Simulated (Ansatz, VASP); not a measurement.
# One calculation of Be, two programs

The input POSCAR:

```
Be
1.0
    2.1419203803      0.0000000000      0.0000000000
    0.0000000000      2.1419203803      0.0000000000
    0.0000000000      0.0000000000      2.1419203803
Be
1
Direct
    0.0000000000      0.0000000000      0.0000000000
```

File INCAR.step1:

```
  PREC = Accurate
  ENCUT = 520
  ISMEAR = -1
  SIGMA = 0.1
  LREAL = False
  LASPH = True
  NELM = 60
  NBANDS = 7
  GGA = PE
  ALGO = Normal
  EDIFF = 1E-4
  LWAVE = True
  LCHARG = False
```

File INCAR.step2:

```
  PREC = Accurate
  ENCUT = 520
  EDIFF = 1E-6
  ISMEAR = -1
  SIGMA = 0.1
  LREAL = False
  LASPH = True
  NELM = 60
  ALGO = Normal
  ISIF = 2
  LWAVE = False
  LCHARG = False
  METAGGA = R2SCAN
  LMIXTAU = True
  NBANDS = 7
  ISTART = 1
```

The input KPOINTS:

```
regular mesh
0
Gamma
  16 16 16
```

Input for Ansatz:

```yaml
crystal:
  lattice:
    - [2.1419203803, 0.0, 0.0]
    - [0.0, 2.1419203803, 0.0]
    - [0.0, 0.0, 2.1419203803]
  atoms:
    - { symbol: Be, position: [0.0, 0.0, 0.0] }
hamiltonian:
  xc: r2scan
  pseudopotentials:
    kind: paw
    azcp:
      Be: "pseudopotentials/Be.paw.azcp"
basis:
  ecutwfc: 500
  fft_grid_basis: typed
kpoints:
  mp_grid: { grid: [16, 16, 16], shift: [0, 0, 0] }
magnetization:
  spin_polarized: false
scf:
  occupations: { method: fermi_dirac, width: 0.1 }
  lower_state_search: "off"
output:
  stress: true
```

Alike in both runs: task single point; functional r2SCAN; k mesh 16 × 16 × 16; occupations fermi-dirac, width 0.1 eV; no spin polarisation.

|  | VASP | Ansatz |
| --- | --- | --- |
| version | VASP 6.6.1 | Ansatz 0.2.0 |
| potentials or method | VASP PAW PBE potentials, release 64 (Be) | plane waves (500 eV) with PAW, scalar-relativistic |
| plane-wave cutoff (eV) | 520 | 500 |
| valence electrons in the cell | 2 | 2 |

|  | VASP | Ansatz | Ansatz less VASP |
| --- | --- | --- | --- |
| pressure (GPa) | 3.6 | 3.5 | -0.06 |

With one functional, cell and mesh, what is left measures potentials, basis and numerics.

Caveats: the PAW data sets were made with another functional, which shifts forces and pressure a little (VASP).
